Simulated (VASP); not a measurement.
# GaN (P6_3mc) in VASP: notebook

One crystal, GaN, is run at these levels: PBE, LDA; tasks: relaxation of cell and atoms.

Everything below comes from runs of VASP 6.6.1. Logs are shortened: lines on timing, memory, paths and dates and some standing lists are left out, and cuts for length are marked.

### Step 1. The structure

Symmetry: P6_3mc, No. 186, hexagonal system. The conventional cell has a = 3.180 Å, b = 3.180 Å, c = 5.166 Å, α = 90.00°, β = 90.00°, γ = 120.00°. Around Ga (site symmetry 3m) lie 4 N at 1.94 to 1.95 Å. N (site symmetry 3m) is surrounded by 4 Ga at 1.94 to 1.95 Å.

### Step 2. Relaxation of cell and atoms, PBE

File INCAR:

```
SYSTEM = GaN
PREC = Accurate
ENCUT = 600
EDIFF = 1E-6
ISMEAR = 0
SIGMA = 0.03
LREAL = .False.
LASPH = .True.
NELM = 80
ALGO = Normal
ISIF = 3
LWAVE = .False.
LCHARG = .False.
GGA = PE
IBRION = 2
NSW = 90
EDIFFG = -0.01
```

File KPOINTS:

```
regular mesh
0
Gamma
  12 12 5
  0 0 0
```

File POSCAR:

```
GaN
1.0
    3.1800000000      0.0000000000      0.0000000000
   -1.5900000000      2.7539607840      0.0000000000
    0.0000000000      0.0000000000      5.1660000000
Ga N
2 2
Direct
    0.3333333333      0.6666666667      0.0000000000
    0.6666666667      0.3333333333      0.5000000000
    0.3333333333      0.6666666667      0.3750000000
    0.6666666667      0.3333333333      0.8750000000
```

Potentials or basis: VASP PAW PBE potentials, release 64 (Ga_d, N).

On the command line:

```
cat potpaw_PBE.64/Ga_d/POTCAR potpaw_PBE.64/N/POTCAR > POTCAR
mpirun -np 1 vasp_std > vasp.out
```

OUTCAR:

```text
SYSTEM = GaN
   PREC = Accurate
   ENCUT = 600
   EDIFF = 1E-6
   ISMEAR = 0
   LREAL = .False.
   LASPH = .True.
   NELM = 80
   ISIF = 3
   GGA = PE
   IBRION = 2
   NSW = 90
   EDIFFG = -0.01

 ion  position               nearest neighbor table
   1  0.333  0.667  0.000-   3 1.94   4 1.95   4 1.95   4 1.95
   2  0.667  0.333  0.500-   4 1.94   3 1.95   3 1.95   3 1.95
   3  0.333  0.667  0.375-   1 1.94   2 1.95   2 1.95   2 1.95
   4  0.667  0.333  0.875-   2 1.94   1 1.95   1 1.95   1 1.95

  LATTYP: Found a hexagonal cell.
 ALAT       =     3.1800000000
 C/A-ratio  =     1.6245283019

  Lattice vectors:

 A1 = (   3.1800000000,   0.0000000000,   0.0000000000)
 A2 = (  -1.5900000000,   2.7539607840,   0.0000000000)
 A3 = (   0.0000000000,   0.0000000000,   5.1660000000)

Analysis of symmetry for initial positions (statically):
=====================================================================
 Subroutine PRICEL returns:
 Original cell was already a primitive cell.

 Routine SETGRP: Setting up the symmetry group for a
 hexagonal supercell.

 Subroutine GETGRP returns: Found 12 space group operations
 (whereof  6 operations were pure point group operations)
 out of a pool of 24 trial point group operations.

The static configuration has the point symmetry C_3v.
 The point group associated with its full space group is C_6v.

Analysis of symmetry for dynamics (positions and initial velocities):
=====================================================================
 Subroutine PRICEL returns:
 Original cell was already a primitive cell.

 Routine SETGRP: Setting up the symmetry group for a
 hexagonal supercell.

 Subroutine GETGRP returns: Found 12 space group operations
 (whereof  6 operations were pure point group operations)
 out of a pool of 24 trial point group operations.

The dynamic configuration has the point symmetry C_3v.
 The point group associated with its full space group is C_6v.

 Subroutine INISYM returns: Found 12 space group operations
 (whereof  6 operations are pure point group operations),
 and found     1 'primitive' translations

----------------------------------------------------------------------------------------

                                     Primitive cell

  volume of cell :      45.2417

  direct lattice vectors                    reciprocal lattice vectors
     3.180000000  0.000000000  0.000000000     0.314465409  0.181556688  0.000000000
    -1.590000000  2.753960784  0.000000000     0.000000000  0.363113377  0.000000000
     0.000000000  0.000000000  5.166000000     0.000000000  0.000000000  0.193573364

  length of vectors
     3.180000000  3.180000000  5.166000000     0.363113377  0.363113377  0.193573364

  position of ions in fractional coordinates (direct lattice)
     0.333333333  0.666666667  0.000000000
     0.666666667  0.333333333  0.500000000
     0.333333333  0.666666667  0.375000000
     0.666666667  0.333333333  0.875000000

  ion indices of the primitive-cell ions
   primitive index   ion index
                 1           1
                 2           2
                 3           3
                 4           4

----------------------------------------------------------------------------------------

 KPOINTS: regular mesh

Automatic generation of k-mesh.
 Grid dimensions read from file:
 generate k-points for:   12   12    5

 Generating k-lattice:

  Cartesian coordinates                     Fractional coordinates (reciprocal lattice)
     0.026205451  0.015129724  0.000000000     0.083333333  0.000000000  0.000000000
     0.000000000  0.030259448  0.000000000     0.000000000  0.083333333  0.000000000
     0.000000000  0.000000000  0.038714673     0.000000000  0.000000000  0.200000000

  Length of vectors
     0.030259448  0.030259448  0.038714673

  Shift w.r.t. Gamma in fractional coordinates (k-lattice)
     0.000000000  0.000000000  0.000000000

 Subroutine IBZKPT returns following result:
 ===========================================

 Found     57 irreducible k-points:

 Following reciprocal coordinates:
            Coordinates               Weight
  0.000000  0.000000  0.000000      1.000000
  0.083333  0.000000  0.000000      6.000000
  0.166667 -0.000000  0.000000      6.000000
  0.250000  0.000000  0.000000      6.000000
  0.333333  0.000000  0.000000      6.000000
  0.416667  0.000000  0.000000      6.000000
[... 16 lines left out ...]
  0.250000  0.000000  0.200000     12.000000
  0.333333  0.000000  0.200000     12.000000
 [... further k-points ...]
   k-points           NKPTS =     57   k-points in BZ     NKDIM =     57   number of bands    NBANDS=     22
   number of dos      NEDOS =    301   number of ions     NIONS =      4
   total plane-waves  NPLWV =  32928
   dimension x,y,z NGX =    28 NGY =   28 NGZ =   42
   dimension x,y,z NGXF=    56 NGYF=   56 NGZF=   84
   ions per type =               2   2
   NGX,Y,Z   is equivalent  to a cutoff of  14.64, 14.64, 13.52 a.u.
   NGXF,Y,Z  is equivalent  to a cutoff of  29.28, 29.28, 27.03 a.u.
 SYSTEM =  GaN
   PREC   = accura    normal or accurate (medium, high low for compatibility)
   ISTART =      0    job   : 0-new  1-cont  2-samecut
   ICHARG =      2    charge: 1-file 2-atom 10-const
   ISPIN  =      1    spin polarized calculation?
   LNONCOLLINEAR =      F non collinear calculations
   LSORBIT =      F    spin-orbit coupling
   LASPH  =      T    aspherical Exc in radial PAW
   ENCUT  =  600.0 eV  44.10 Ry    6.64 a.u.   6.35  6.35 10.32*2*pi/ulx,y,z
   NELM   =     80;   NELMIN=  2; NELMDL= -5     # of ELM steps
   EDIFF  = 0.1E-05   stopping-criterion for ELM
   LREAL  =      F    real-space projection
   EDIFFG = -.1E-01   stopping-criterion for IOM
   NSW    =     90    number of steps for IOM
   IBRION =      2    ionic relax: 0-MD 1-quasi-New 2-CG
   NFREE  =      1    steps in history (QN), initial steepest desc. (CG)
   ISIF   =      3    stress and relaxation
   ISYM   =      2    0-nonsym 1-usesym 2-fastsym
   POTIM  = 0.5000    time-step for ionic-motion
   TEBEG  =    0.0;   TEEND  =   0.0 temperature during run
   PSTRESS=    0.0 pullay stress
   NELECT =      36.0000    total number of electrons
   NUPDOWN=      -1.0000    fix difference up-down
   EMIN   =  10.00;   EMAX   =-10.00  energy-range for DOS
   EFERMI =   0.00;   METHOD = LEGACY
   ISMEAR =     0;   SIGMA  =   0.03  broadening in eV -4-tet -1-fermi 0-gaus
   EFERMI_NEDOS =   21; number of points for ismear=-14 and -15
   IALGO  =     38    algorithm
   IMIX   =      4    mixing-type and parameters
     AMIX     =   0.40;   BMIX     =  1.00
     AMIX_MAG =   1.60;   BMIX_MAG =  1.00
  volume/ion in A,a.u.               =      11.31        76.33
  Fermi-wavevector in a.u.,A,eV,Ry     =   1.517036  2.866782 31.312427  2.301398
  Thomas-Fermi vector in A             =   2.626345
   LORBIT       =      0    0 simple, 1 ext, 2 COOP (PROOUT), +10 PAW based schemes
   GGA     = PE    functional components
   LHFCALC =     F    Hartree Fock is set to
   AEXX    =    0.0000 exact exchange contribution
   IVDW    =     0    specifies the selected vdW correction
   LEPSILON=     F    determine dielectric tensor
   LRPA    =     F    only Hartree local field effects (RPA)
 conjugate gradient relaxation of ions
 non-spin polarized calculation
 Gauss-broadening in eV      SIGMA  =   0.03
  energy-cutoff  :      600.00
  volume of cell :       45.24
 maximum number of plane-waves:      1529
 NGX is ok and might be reduce to    28
   NGX = 13   NGY = 13   NGZ = 21

--------------------------------------- Ionic step        1  -------------------------------------------

 number of electron      35.9999995 magnetization

 Free energy of the ion-electron system (eV)
  ---------------------------------------------------
  ext. energy  EPLUGINS =         0.00000000
  ---------------------------------------------------
  free energy    TOTEN  =       -24.28804515 eV

  energy without entropy =      -24.28804515  energy(sigma->0) =      -24.28804515

------------------------ aborting loop because EDIFF is reached ----------------------------------------

  FORCE on cell =-STRESS in cart. coord.  units (eV):
  Direction    XX          YY          ZZ          XY          YZ          ZX
  --------------------------------------------------------------------------------------
  -------------------------------------------------------------------------------------
  Total        1.8205718      1.8205718      2.4334264      0.0000000      0.0000000      0.0000000
  in kB       64.4731853     64.4731853     86.1766334      0.0000000      0.0000000      0.0000000
  external PRESSURE =      71.7076680 kB  Pullay stress =       0.0000000 kB
[... 137 lines left out ...]
  energy  without entropy=      -24.3282685625  energy(sigma->0) =      -24.32826856

--------------------------------------- Ionic step        5  -------------------------------------------

 number of electron      36.0000002 magnetization

 Free energy of the ion-electron system (eV)
  ---------------------------------------------------
  ext. energy  EPLUGINS =         0.00000000
  ---------------------------------------------------
  free energy    TOTEN  =       -24.32829573 eV

  energy without entropy =      -24.32829573  energy(sigma->0) =      -24.32829573

 E-fermi :   5.1958     XC(G=0): -11.5190

 val. band max:        5.0178106811   @ k =   0.0000   0.0000   0.0000
 cond. band min:       6.7357145790   @ k =   0.0000   0.0000   0.0000
 fundamental gap:      1.7179038979
 Fermi energy:         5.1957534250

 k-point     1 :       0.0000    0.0000    0.0000
  band No.  band energies     occupation
      1     -10.7255      2.00000
      2      -9.8997      2.00000
      3      -8.4056      2.00000
      4      -8.3906      2.00000
      5      -8.3906      2.00000
      6      -8.3347      2.00000
[... 574 lines left out ...]
      6      -8.2068      2.00000
[... 14 lines left out ...]
     21      11.9650      0.00000
     22      13.0427      0.00000

 [... further k-points ...]

------------------------ aborting loop because EDIFF is reached ----------------------------------------

  FORCE on cell =-STRESS in cart. coord.  units (eV):
  Direction    XX          YY          ZZ          XY          YZ          ZX
  --------------------------------------------------------------------------------------
  -------------------------------------------------------------------------------------
  Total        0.0276367      0.0276367      0.0264826      0.0000000      0.0000000     -0.0000000
  in kB        0.9421180      0.9421180      0.9027758      0.0000000      0.0000000     -0.0000000
  external PRESSURE =       0.9290039 kB  Pullay stress =       0.0000000 kB
[... 19 lines left out ...]
  FREE ENERGIE OF THE ION-ELECTRON SYSTEM (eV)
  ---------------------------------------------------
  free  energy   TOTEN  =       -24.3282957324 eV

  energy  without entropy=      -24.3282957324  energy(sigma->0) =      -24.32829573

 reached required accuracy - stopping structural energy minimisation
```

It took 2 min on 1 thread of Intel Xeon 6975P-C (Granite Rapids), shared host; peak memory 0.22 GiB.

What came out:

| Item | Value |
| --- | --- |
| Free energy | -24.3283 eV |
| Relaxed volume | 11.75 Å³/atom |
| Relaxed cell | a = 3.217 Å, b = 3.217 Å, c = 5.243 Å, α = 90.00°, β = 90.00°, γ = 120.00° |
| Space group after relaxing (to 0.05 Å) | P6_3mc (No. 186) |
| Energy gained by relaxing | 10.1 meV/atom |
| Ionic steps | 5 |
| Pressure after relaxing | 0.1 GPa |
| Largest force after relaxing | 0.007 eV/Å |
| Band gap on the k mesh | 1.72 eV, direct |

Forces on the atoms (eV/Å):
```
Ga   0.000  0.000 -0.007
Ga   0.000  0.000 -0.007
N    0.000  0.000  0.007
N    0.000  0.000  0.007
```

The path:
| step | energy change (eV) | largest force (eV/Å) | pressure (GPa) | volume (Å³) |
| --- | --- | --- | --- | --- |
| 1 | 0.0000 | 0.1346 | 7.17 | 45.24 |
| 2 | -0.0118 | 0.0620 | -5.27 | 48.64 |
| 3 | -0.0402 | 0.0105 | -0.03 | 47.03 |
| 4 | -0.0402 | 0.0127 | 0.13 | 47.00 |
| 5 | -0.0403 | 0.0073 | 0.09 | 47.00 |

Final structure:
```cif
data_structure
_symmetry_space_group_name_H-M 'P 1'
_symmetry_Int_Tables_number 1
_cell_length_a 3.2171
_cell_length_b 3.2171
_cell_length_c 5.2435
_cell_angle_alpha 90.000
_cell_angle_beta 90.000
_cell_angle_gamma 120.000
_cell_volume 47.00
loop_
_atom_site_label
_atom_site_type_symbol
_atom_site_fract_x
_atom_site_fract_y
_atom_site_fract_z
_atom_site_occupancy
Ga1 Ga 0.33333 0.66667 0.99924 1
Ga2 Ga 0.66667 0.33333 0.49924 1
N1 N 0.33333 0.66667 0.37576 1
N2 N 0.66667 0.33333 0.87576 1
```

[end of part 1 of 2]
